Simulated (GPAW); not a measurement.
FeO (Wuestite), 2 atoms in the cell. It takes space group Fm-3m (No. 225, cubic). Conventional cell: a = 4.311 Å, b = 4.311 Å, c = 4.311 Å, α = 90.00°, β = 90.00°, γ = 90.00°. Fe (site symmetry m-3m) has 6 O at 2.16 Å as nearest neighbours. O (site symmetry m-3m) is surrounded by 6 Fe at 2.16 Å. 

| Quantity | Value |
| --- | --- |
| Program | GPAW 26.7.0 |
| Task | band structure |
| Functional | PBE |
| Potentials or basis | GPAW PAW data sets (gpaw-data 1.2.1) |
| Cutoff | 800 eV |
| Basis | pw |
| k mesh | 9 × 9 × 9 |
| Occupations | fermi-dirac, width 0.05 eV |
| Spin | collinear spin, ferromagnetic start |
| Starting moments | [3.0, 0.0] μB |
| Hubbard terms | Fe d U = 4 eV |
| Maxiter | 150 |
| Band path | GXWKGLUWLK,UX |
| Band points | 80 |

Potentials or basis: GPAW PAW data sets (gpaw-data 1.2.1), pw.

Run with:

```console
$ OMP_NUM_THREADS=1 python run.py
```

Hardware: 1 thread of Intel(R) Xeon(R) Platinum 8488C (Sapphire Rapids), on a shared host.

**Question.** How long does it take, and how much memory?

**Answer.** It took 35 s on 1 thread of Intel(R) Xeon(R) Platinum 8488C (Sapphire Rapids), with other jobs on the host, peak memory 0.28 GiB. Counts: scf iterations 17, plane waves 1039, bands 17, k points 35.
